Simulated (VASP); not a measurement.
## BeSe: relaxation of cell and atoms with PBE+D3(BJ)

The system is BeSe.

```
Be Se
1.0
     0.00000    2.52123    2.52123
     2.52123    0.00000    2.52123
     2.52123    2.52123    0.00000
Be Se
1 1
Direct
  0.00000 0.00000 0.00000
  0.25000 0.25000 0.25000
```

The cell was built by a generator and needn't be a form met in nature.

```yaml
Program: VASP 6.6.1
Task: relaxation of cell and atoms
Functional: PBE
Dispersion: D3(BJ)
Potentials_or_basis: VASP PAW PBE potentials, release 64 (Be, Se)
Cutoff: 600 eV
k_mesh: 6 × 6 × 6
Occupations: fermi-dirac, width 0.1 eV
Spin: no spin polarisation
Dipole_correction: no
Further_INCAR_settings: ALGO = Normal; EDIFF = 1e-07; IBRION = 2; EDIFFG = -0.01; NSW = 60; ISIF = 3
```

```
Relaxed volume                         : 16.72 Å³/atom
Relaxed cell                           : a = 3.616 Å, b = 3.616 Å, c = 3.616 Å, α = 60.00°, β = 60.00°, γ = 60.00°
Space group after relaxing (to 0.05 Å) : F-43m (No. 216)
Energy gained by relaxing              : 7.8 meV/atom
Ionic steps                            : 3
Pressure after relaxing                : 0.0 GPa
Band gap on the k mesh                 : 2.58 eV, indirect (least direct gap 4.50 eV)
Dispersion energy per atom             : -0.321 eV
```

The path:
```tsv
step	energy change (eV)	largest force (eV/Å)	pressure (GPa)	volume (Å³)
1	0.0000	0.0000	3.75	32.05
2	-0.0145	0.0000	-0.91	33.82
3	-0.0156	0.0000	0.01	33.44
```

Final structure:
```
CELL_PARAMETERS angstrom
0.00000 2.55697 2.55697
2.55697 0.00000 2.55697
2.55697 2.55697 0.00000
ATOMIC_POSITIONS crystal
Be 0.00000 0.00000 0.00000
Se 0.25000 0.25000 0.25000
```

Levels at points of the mesh, in eV from the valence-band top:
```
           k point  band 1  band 2  band 3  band 4  band 5  band 6  band 7  band 8
(0.00, 0.00, 0.00)  -13.92    0.00    0.00    0.00    4.50    5.00    5.00    5.00
(0.50, 0.00, 0.00)  -12.52   -5.82   -1.10   -1.10    4.39    5.97    5.97   10.05
(0.50, 0.50, 0.00)  -12.05   -5.17   -2.72   -2.72    2.58    4.19   11.85   11.85
```

Run time: 13 s on 1 thread of Intel(R) Xeon(R) Platinum 8488C (Sapphire Rapids) (shared host), peak memory 0.16 GiB.

A k mesh can miss the band edges.
